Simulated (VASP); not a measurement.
# CaO in VASP: how settings move the PBE single point

The PBE single point of CaO (rocksalt), under -1.0 % equal strain in all directions is repeated with altered inputs. Which of them can be trusted?

The runs shown are made with VASP 6.6.1. PAW datasets, plane waves. Spin-unpolarised throughout; all numbers are computed.

### 1 The system as given

The cell comes from an earlier relaxation with r2SCAN in another program.

Space group Fm-3m (No. 225), cubic; conventional cell a = 4.747 Å, 13.37 Å³ an atom. Around Ca lie 6 O at 2.37 Å; around O lie 6 Ca at 2.37 Å.

As a file:

```
CELL_PARAMETERS angstrom
0.00000 2.37357 2.37357
2.37357 0.00000 2.37357
2.37357 2.37357 0.00000
ATOMIC_POSITIONS crystal
Ca 0.00000 0.00000 0.00000
O 0.50000 0.50000 0.50000
```

### 2 Reference

Contents of INCAR:

```
ENCUT = 520.000000
SIGMA = 0.020000
EDIFF = 1.00e-07
GGA = PE
PREC = Accurate
IBRION = -1
ISIF = 2
ISMEAR = -1
NBANDS = 15
NELM = 120
NSW = 0
LASPH = .TRUE.
LCHARG = .TRUE.
LELF = .TRUE.
LWAVE = .FALSE.
LREAL = .FALSE.
```

Contents of KPOINTS:

```
KPOINTS created by Atomic Simulation Environment
0
Gamma
10 10 10
0 0 0
```

Contents of POSCAR:

```
Ca O
 1.0000000000000000
     0.0000000000000000    2.3735746124000001    2.3735746124000001
     2.3735746124000001    0.0000000000000000    2.3735746124000001
     2.3735746124000001    2.3735746124000001    0.0000000000000000
 Ca  O
   1   1
Cartesian
  0.0000000000000000  0.0000000000000000  0.0000000000000000
  2.3735746124000001  2.3735746124000001  2.3735746124000001
```

A file KPOINTS_OPT adds named points for the levels; it doesn't enter the self-consistent loop.

Potentials: the recommended PBE PAW datasets, 16 valence electrons.

The run is started by

```sh
$ mpirun -np 1 vasp_std
```

### 3 Altered input 1

INCAR, as its differences from that of step 2:

```diff
@@ -12,5 +12,5 @@
 LASPH = .TRUE.
-LCHARG = .TRUE.
-LELF = .TRUE.
+LCHARG = .FALSE.
 LWAVE = .FALSE.
 LREAL = .FALSE.
+ISYM = -1
```

Contents of KPOINTS:

```
KPOINTS created by Atomic Simulation Environment
0
Gamma
4 4 4
0 0 0
```

POSCAR is that of step 2.

### 4 Altered input 2

INCAR, as its differences from that of step 2:

```diff
@@ -12,5 +12,6 @@
 LASPH = .TRUE.
-LCHARG = .TRUE.
-LELF = .TRUE.
+LCHARG = .FALSE.
 LWAVE = .FALSE.
 LREAL = .FALSE.
+ALGO = Fast
+NELECT = 16.02
```

KPOINTS is that of step 2.

POSCAR is that of step 2.

Before running it: what results should come out? Wanted: for each run, changed; ending; energy change; pressure; electronic steps; usable.

**Answer**, as computed:

| run | changed | ending | energy change (meV/atom) | pressure (GPa) | gap on the mesh (eV; negative: overlap) | electronic steps | time | usable |
| --- | --- | --- | --- | --- | --- | --- | --- | --- |
| ref. | – | converged | 0 | 6.9 | 3.62 | 14 | 18 s | yes |
| 1 | ISYM = -1, mesh 4×4×4 | converged | 2.3 | 6.9 | 3.61 | 14 | 24 s | no |
| 2 | ALGO = Fast, NELECT = 16.02 | converged | – | 7.6 | – | 19 | 25 s | no |

Of 2 altered inputs, 2 ended normally on a faulty or unsound input.
